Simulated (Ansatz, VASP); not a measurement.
## One calculation of BeS, two programs

INCAR

```
SYSTEM = BeS
PREC = Accurate ; ENCUT = 520
EDIFF = 1E-7 ; ISMEAR = -1
SIGMA = 0.05 ; LREAL = .FALSE.
LASPH = .TRUE. ; NELM = 100
ALGO = Normal ; ISIF = 2
LWAVE = .FALSE. ; LCHARG = .FALSE.
GGA = PE ; NBANDS = 11
```

Contents of KPOINTS:

```
Automatic mesh
0
G
  9 9 9
  0 0 0
```

The input POSCAR:

```
BeS
1.0
    0.0000000000      2.4087243418      2.4087243418
    2.4087243418      0.0000000000      2.4087243418
    2.4087243418      2.4087243418      0.0000000000
S Be
1 1
Direct
    0.7500000000      0.7500000000      0.7500000000
    0.0000000000      0.0000000000      0.0000000000
```

input.yaml

```yaml
crystal:
  lattice:
    - [0.0, 2.4087243418, 2.4087243418]
    - [2.4087243418, 0.0, 2.4087243418]
    - [2.4087243418, 2.4087243418, 0.0]
  atoms:
    - { symbol: S, position: [0.75, 0.75, 0.75] }
    - { symbol: Be, position: [0.0, 0.0, 0.0] }
hamiltonian:
  xc: pbe
  pseudopotentials: { kind: paw }
kpoints:
  mp_grid: { grid: [9, 9, 9] }
scf:
  occupations: { method: fermi_dirac, width: 0.05 }
output:
  forces: true
  stress: true
  eigenvalues: true
  write_density: true
  write_potential: true
  elf: true
  volumetric_format: npy
```

Change from the starting cell: volume scaled by 0.98.

Alike in both runs: task single point; functional PBE; k mesh 9 × 9 × 9; occupations fermi-dirac, width 0.05 eV; no spin polarisation.

|  | VASP | Ansatz |
| --- | --- | --- |
| version | VASP 6.6.1 | Ansatz 0.2.0 |
| potentials or method | VASP PAW PBE potentials, release 64 (S, Be) | Ansatz PAW |
| plane-wave cutoff (eV) | 520 | 420 |
| valence electrons in the cell | 8 | 8 |

```csv
,VASP,Ansatz,Ansatz less VASP
gap on the k mesh at the Fermi level (eV),3.16,3.16,-0.001
least direct gap on the mesh (eV),5.66,5.64,-0.019
pressure (GPa),3.6,3.6,-0.01
```

Caveats: an odd mesh through Γ misses points on the zone boundary, where band edges often lie (VASP); odd divisions of the mesh miss points on the zone boundary, where band edges often lie, so the gap on the mesh can be too wide (Ansatz).
